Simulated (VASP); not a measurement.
Wanted: the native input for a VASP 6.6.1 run.

| Quantity | Value |
| --- | --- |
| Task | relaxation of cell and atoms |
| Functional | LDA |
| Potentials or basis | VASP PAW LDA potentials, release 64 (Ca_sv, F) |
| Cutoff | 600 eV |
| k mesh | 8 × 8 × 8 |
| Occupations | gaussian, width 0.03 eV |
| Spin | no spin polarisation |
| Further INCAR settings | ALGO = Normal; EDIFF = 1e-06; IBRION = 2; EDIFFG = -0.01; NSW = 90; ISIF = 3 |

The structure of CaF2 (Fluorite) lies in POSCAR:

```
CaF2
1.0
    0.0000000000      2.7310000000      2.7310000000
    2.7310000000      0.0000000000      2.7310000000
    2.7310000000      2.7310000000      0.0000000000
Ca F
1 2
Direct
    0.0000000000      0.0000000000      0.0000000000
    0.2500000000      0.2500000000      0.2500000000
    0.7500000000      0.7500000000      0.7500000000
```

The input as run:

INCAR

```
  ALGO = Normal
  EDIFF = 1E-6
  EDIFFG = -0.01
  ENCUT = 600
  IBRION = 2
  ISIF = 3
  ISMEAR = 0
  LASPH = True
  LCHARG = False
  LREAL = False
  LWAVE = False
  NELM = 80
  NSW = 90
  PREC = Accurate
  SIGMA = 0.03
```

KPOINTS

```
k-points
0
Gamma
  8 8 8
```

Potentials or basis: VASP PAW LDA potentials, release 64 (Ca_sv, F).

Command:

```console
$ cat potpaw_LDA.64/Ca_sv/POTCAR potpaw_LDA.64/F/POTCAR > POTCAR
$ mpirun -np 1 vasp_std > vasp.out
```

Results of the run:

- Relaxed volume: 12.64 Å³/atom
- Relaxed cell: a = 3.771 Å, b = 3.771 Å, c = 3.771 Å, α = 60.00°, β = 60.00°, γ = 60.00°
- Space group after relaxing (to 0.05 Å): Fm-3m (No. 225)
- Energy gained by relaxing: 19.5 meV/atom
- Ionic steps: 3
- Pressure after relaxing: 0.0 GPa
- Band gap on the k mesh: 7.33 eV, indirect (least direct gap 7.61 eV)

Wall time 43 s on 1 thread of Intel(R) Xeon(R) Platinum 8259CL CPU @ 2.50GHz (Skylake/Cascade Lake), on a shared host, peak memory 0.17 GiB.
